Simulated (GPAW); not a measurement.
# CdSe (Cadmoselite) (P6_3mc) in GPAW: a series of runs

One crystal, CdSe (Cadmoselite), is run at these levels: PBE, LDA; tasks: single point.

All numbers are computed with GPAW 26.7.0; they aren't measurements. Logs are shortened: lines on timing, memory, paths and dates and some standing lists are left out, and cuts for length are marked. The log counts tension as positive stress, the text compression.

**Measured values to compare with.**

From a printed reference work, data compilation, for a bulk crystal of CdSe at 2 K: band gap 1.841 eV.

The runs below are set against these values where they give the same quantity.

## 1. The structure

Symmetry: P6_3mc, No. 186, hexagonal system. Conventional cell: a = 4.300 Å, b = 4.300 Å, c = 7.020 Å, α = 90.00°, β = 90.00°, γ = 120.00°. Around Cd (site symmetry 3m) lie 4 Se at 2.61 to 2.70 Å. Se (site symmetry 3m) is surrounded by 4 Cd at 2.61 to 2.70 Å.

## 2. Single point, PBE

Input file run.py:

```python
from ase import Atoms
from ase.dft.bandgap import bandgap
from ase.io import write
from ase.units import GPa
from gpaw import GPAW, PW

atoms = Atoms(['Cd', 'Cd', 'Se', 'Se'],
              cell=[[4.3, 0.0, 0.0],
                    [-2.15, 3.7239092363, 0.0],
                    [0.0, 0.0, 7.02]],
              scaled_positions=[[0.6666666667, 0.3333333333, 0.5],
                                [0.3333333333, 0.6666666667, 0.0],
                                [0.6666666667, 0.3333333333, 0.885],
                                [0.3333333333, 0.6666666667, 0.385]],
              pbc=True)

calc = GPAW(mode=PW(450),
            xc='PBE',
            kpts={'size': (6, 6, 3), 'gamma': True},
            occupations={'name': 'fermi-dirac', 'width': 0.01},
            nbands=31,
            convergence={'density': 1e-05, 'energy': 1e-05},
            maxiter=150,
            txt='gpaw.txt')
atoms.calc = calc
energy = atoms.get_potential_energy()
forces = atoms.get_forces()
stress = atoms.get_stress()
calc.write('gs.gpw')
write('result.traj', atoms)
print(f'Energy: {energy:.6f} eV')
print('Forces (eV/A):')
print(forces.round(4))
print('Stress (GPa):', (stress / GPa).round(3))
print('Fermi level:', round(calc.get_fermi_level(), 4), 'eV')
print(f'Gap: {bandgap(calc)[0]:.4f} eV, direct: {bandgap(calc, direct=True)[0]:.4f} eV')
```

Potentials or basis: GPAW PAW data sets (gpaw-data 1.2.1), pw.

Command:

```bash
$ OMP_NUM_THREADS=1 python run.py
```

gpaw.txt:

```text
__  _  _
 | _ |_)|_||  |
 |__||  | ||/\| - 26.7.0

Input parameters:
  mode=PW(ecut=450.00000000000006),
  convergence={'density': 1e-05, 'energy': 1e-05},
  kpts=MonkhorstPack(size=(6, 6, 3), gamma=True),
  maxiter=150,
  nbands=31,
  occupations=Occupations(name='fermi-dirac', width=0.01),
  xc=XC(name='PBE')

Diagonalizing LCAO Hamiltonian
Converting LCAO to pw mode

            Se

        Se  Cd

        Cd

Atoms  # Å, Bohr magnetons
|   | symbol |         x |        y |        z |    initial magnetic moments |
|---|--------|-----------|----------|----------|-----------------------------|
| 0 |     Cd |  2.150000 | 1.241303 | 3.510000 | ( 0.0000,  0.0000,  0.0000) |
| 1 |     Cd | -0.000000 | 2.482606 | 0.000000 | ( 0.0000,  0.0000,  0.0000) |
| 2 |     Se |  2.150000 | 1.241303 | 6.212700 | ( 0.0000,  0.0000,  0.0000) |
| 3 |     Se | -0.000000 | 2.482606 | 2.702700 | ( 0.0000,  0.0000,  0.0000) |

Unit cell  # Å
| periodic |         x |        y |        z |  lengths |     angles |
|----------|-----------|----------|----------|----------|------------|
|      yes |  4.300000 | 0.000000 | 0.000000 | 4.300000 |  90.000000 |
|      yes | -2.150000 | 3.723909 | 0.000000 | 4.300000 |  90.000000 |
|      yes |  0.000000 | 0.000000 | 7.020000 | 7.020000 | 120.000000 |

Number of symmetries: 6
Symmetry operations  # r_c * U_cc + t_c -> r_c
|   | kind |            matrix            |
|---|------|------------------------------|
| 0 |  σ   |  1, 1, 0,  0,-1, 0,  0, 0, 1 |
| 1 |  E   |  1, 0, 0,  0, 1, 0,  0, 0, 1 |
| 2 |  C3  |  0, 1, 0, -1,-1, 0,  0, 0, 1 |
| 3 |  σ   |  0,-1, 0, -1, 0, 0,  0, 0, 1 |
| 4 |  σ   | -1, 0, 0,  1, 1, 0,  0, 0, 1 |
| 5 |  C3  | -1,-1, 0,  1, 0, 0,  0, 0, 1 |

BZ-sampling:
  Number of BZ points: 108
  Number of IBZ points: 17

  Monkhorst-Pack size: [6, 6, 3]
  Monkhorst-Pack shift: [0.08333333333333333, 0.08333333333333333, 0.0]

K-points  # in reciprocal-cell coordinates
|     |                                coordinates |     weight |
|-----|--------------------------------------------|------------|
|   0 | (  0.00000000,   0.00000000,   0.00000000) | 0.00925926 |
|   1 | (  0.00000000,   0.00000000,   0.33333333) | 0.01851852 |
|   2 | (  0.16666667,   0.00000000,  -0.33333333) | 0.05555556 |
|   3 | (  0.16666667,   0.00000000,   0.00000000) | 0.05555556 |
|   4 | (  0.16666667,   0.00000000,   0.33333333) | 0.05555556 |
|   5 | (  0.33333333,  -0.16666667,   0.00000000) | 0.05555556 |
|   6 | (  0.33333333,  -0.16666667,   0.33333333) | 0.11111111 |
|   7 | (  0.33333333,   0.00000000,  -0.33333333) | 0.05555556 |
|   8 | (  0.33333333,   0.00000000,   0.00000000) | 0.05555556 |
|   9 | (  0.33333333,   0.00000000,   0.33333333) | 0.05555556 |
| ... |                                            |            |
|  16 | (  0.50000000,   0.50000000,   0.33333333) | 0.05555556 |

Plane wave coefficients: 2448
Cutoff: 450.00000000000006 eV

Spin-components: 1 (collinear spins)
Bands:           31
Projectors:      22
Spin-degeneracy: 2
Datatype:        complex128

Density:
  Valence electrons: 36.0
  Components: 1
  Grid points: [24 24 35]
  Charge: 0.0  # |e|

Potential:
  Grid points: [24 24 35]

species:
  Cd:
    name:    Cadmium
    Z:       48.0
    valence: 12
    core:    36
    charge:  0.0  # [|e|]
    compensation charges:
      type: gauss
      rc: 0.38  # [Å]
      lmax: 2
    cutoffs:
      filter: 2.12  # [Å]
      core: 2.62  # [Å]
    projectors
    | kind |    occ | energy [eV] | rcut [Å] |
    |------|--------|-------------|----------|
    |   5s |  2.000 |      -5.655 |    1.191 |
    |   5p |  0.000 |      -1.186 |    1.228 |
    |   4d | 10.000 |     -11.739 |    1.164 |
    |    s |        |      21.556 |    1.191 |
    |    p |        |      26.026 |    1.228 |
    |    d |        |      15.473 |    1.164 |

    Using partial waves for Cd as LCAO basis

  Se:
    name:    Selenium
    Z:       34.0
    valence: 6
    core:    28
    charge:  0.0  # [|e|]
    compensation charges:
      type: gauss
      rc: 0.27  # [Å]
      lmax: 2
    cutoffs:
      filter: 1.77  # [Å]
      core: 2.67  # [Å]
    projectors
    | kind |    occ | energy [eV] | rcut [Å] |
    |------|--------|-------------|----------|
    |   4s |  2.000 |     -17.277 |    0.847 |
    |   4p |  4.000 |      -6.512 |    1.005 |
    |    s |        |       9.935 |    0.847 |
    |    p |        |      20.699 |    1.005 |
    |    d |        |       0.000 |    0.847 |

    Using partial waves for Se as LCAO basis

Reference energy: -436553.300934  # eV

eigensolver:
  PPCG
  Converge bands: occupied
  niter=2

density mixing:
  MSR1-Mixer
  Pratt-step length: 0.05
  Maximum mixing coefficient: 0.75
  Old densities: 10
  SVD Regularization: 0.005
  Good broyden scale: 1.0
  Trust region scale: 1.0
  Backstep threshold: 4.0
  History deletion threshold: 6.0
  Fourier metric: weight=20.0, sigma=0.015

occupation numbers:
  Fermi-Dirac:
    width: 0.0100  # eV

poisson solver:
  ecut: 3600.0000000000005  # eV

xc functional:
  name: PBE with 2 nearest neighbor stencil

convergence criteria:
- Maximum integral of absolute [dens]ity change: 1e-05 electrons / valence electron
- Maximum [total energy] change in last 3 cyles: 1e-05 eV / valence electron
- Maximum integral of absolute [eigenst]ate change: 4e-08 eV^2 / valence electron
maximum number of iterations: 150

SCF iterations
|iter     | |      energy | eigst |  dens |
|---------|-|-------------|-------|-------|
|iter:   1| |  -11.942041 | -0.68 |       |
|iter:   2| |  -11.789071 | -2.54 | -1.17 |
|iter:   3| |  -11.237050 | -1.52 | -1.22 |
|iter:   4| |  -11.234647 | -3.36 | -1.80 |
|iter:   5| |  -11.234001 | -3.79 | -2.25 |
|iter:   6| |  -11.234065 | -5.19 | -2.95 |
|iter:   7| |  -11.234072c| -6.52 | -3.53 |
|iter:   8| |  -11.234072c| -7.63c| -4.52 |
|iter:   9| |  -11.234072c| -7.80c| -4.83 |
|iter:  10| |  -11.234072c| -8.12c| -5.19c|

Converged in 10 steps
Energy contributions relative to reference atoms: (reference = -436553.300934)

Energy contributions:
  Kinetic:          41.420210
  Coulomb:         -37.245306
  Zero:              0.117375
  External:          0.000000
  Xc:              -15.526351
  Entropy:          -0.000000
  Spinorbit:         0.000000
  ----------------------------
  Free energy:     -11.234072
  Extrapolated:    -11.234072

dipole moment: (0.000015, 0.000004, -18.303298)  # |e|*Ang

Fermi level: 3.825
Eigenvalues  # (at kpt = [0.000, 0.000, 0.000])
| band index |      eig [eV] | occ [0-2] |
|------------|---------------|-----------|
|          0 |        -8.963 |     2.000 |
|        ... |               |           |
|         10 |        -3.833 |     2.000 |
|         11 |        -3.551 |     2.000 |
|         12 |        -0.618 |     2.000 |
|         13 |         2.908 |     2.000 |
|         14 |         2.908 |     2.000 |
|         15 |         3.619 |     2.000 |
|         16 |         3.632 |     2.000 |
|         17 |         3.632 |     2.000 |
|         18 |         4.327 |     0.000 |
|         19 |         5.742 |     0.000 |
|         20 |         9.490 |     0.000 |
|         21 |         9.490 |     0.000 |
|         22 |         9.742 |     0.000 |
|         23 |        10.606 |     0.000 |
|         24 |        10.606 |     0.000 |
|         25 |        11.333 |     0.000 |
|        ... |               |           |
|         30 |        14.642 |     0.000 |

Gap: 0.695 eV
Transition (v -> c):
  (s=0, k=0, n=17, [0.00, 0.00, 0.00]) -> (s=0, k=0, n=18, [0.00, 0.00, 0.00])
No difference between direct/indirect transitions

Forces  # eV/Ang
|        x |       y |        z |
|----------|---------|----------|
| -0.00000 | 0.00000 |  0.28130 |  # Cd   0
|  0.00000 | 0.00000 |  0.28152 |  # Cd   1
|  0.00000 | 0.00000 | -0.28151 |  # Se   2
|  0.00000 | 0.00000 | -0.28121 |  # Se   3

Stress tensor  # eV/Ang^3
|         x |         y |         z |
|-----------|-----------|-----------|
| -0.016876 |  0.000000 | -0.000000 |
|  0.000000 | -0.016876 | -0.000000 |
| -0.000000 | -0.000000 | -0.004416 |

# Writing to gs.gpw (mode='')
```

It took 10 s on 1 thread of AMD EPYC 9R45 (Zen 5), shared host; peak memory 0.18 GiB.

Results:

| Property | Result |
| --- | --- |
| Free energy | -11.2341 eV |
| Pressure | 2.0 GPa |
| Largest force | 0.282 eV/Å |
| Band gap on the k mesh | 0.70 eV, direct |

Forces on the atoms (eV/Å):
```
Cd   0.000  0.000  0.281
Cd   0.000  0.000  0.282
Se   0.000  0.000 -0.282
Se   0.000  0.000 -0.281
```

Stress tensor (GPa, compression positive):
```
2.70 0.00 0.00
0.00 2.70 0.00
0.00 0.00 0.71
```

Levels at points of the mesh, in eV from the valence-band top:
```csv
k point,band 16,band 17,band 18,band 19,band 20,band 21
"(0.00, 0.00, 0.00)",-0.01,0.00,0.00,0.70,2.11,5.86
"(0.50, 0.50, 0.00)",-1.87,-1.24,-0.84,3.22,3.31,4.80
```

Caveat: the cutoff is short for stress and forces, so pressures can be off by a GPa or more.

## 3. Single point, LDA

Edit run.py of step 2 so:

```diff
@@ -16,4 +16,4 @@
 
-calc = GPAW(mode=PW(450),
-            xc='PBE',
+calc = GPAW(mode=PW(400),
+            xc='LDA',
             kpts={'size': (6, 6, 3), 'gamma': True},
```

Potentials or basis: the program's PAW data sets (release 1.2.1) made for this functional, pw.

Command:

```bash
$ OMP_NUM_THREADS=1 python run.py
```

Wall time 18 s (1 thread of Arm Neoverse V1, shared host); peak memory 0.16 GiB.

The run converged, but some of its settings lie outside the range that counts as converged, so its numbers aren't taken as properties of the crystal.

What came out:

* Free energy: -13.6543 eV
* Pressure: -3.7 GPa
* Largest force: 0.252 eV/Å
* Band gap on the k mesh: 0.42 eV, direct

Caveat: the cutoff is short for stress and forces, so pressures can be off by a GPa or more.

## 4. The reference run

An earlier run on the cell as given: functional PBE; potentials or basis GPAW PAW data sets (gpaw-data 1.2.1); cutoff 600 eV; basis pw; k mesh 7 × 7 × 4; occupations fermi-dirac, width 0.05 eV; no spin polarisation.

* Pressure: 2.8 GPa
* Largest force: 0.281 eV/Å
* Band gap on the k mesh: 0.70 eV, direct

## 5. Against experiment

Step 2. A measured gap of CdSe is 1.841 eV (2 K; a printed reference work, data compilation); the calculated 0.70 eV misses it by -1.15 eV. So large a miss can be the level of theory's own, or it may mean another phase, state or a wrong row. Spin-orbit coupling on Cd, Se is left out. The value is that of PBE, without temperature or zero-point motion. Semilocal functionals fall short of measured gaps as a rule.
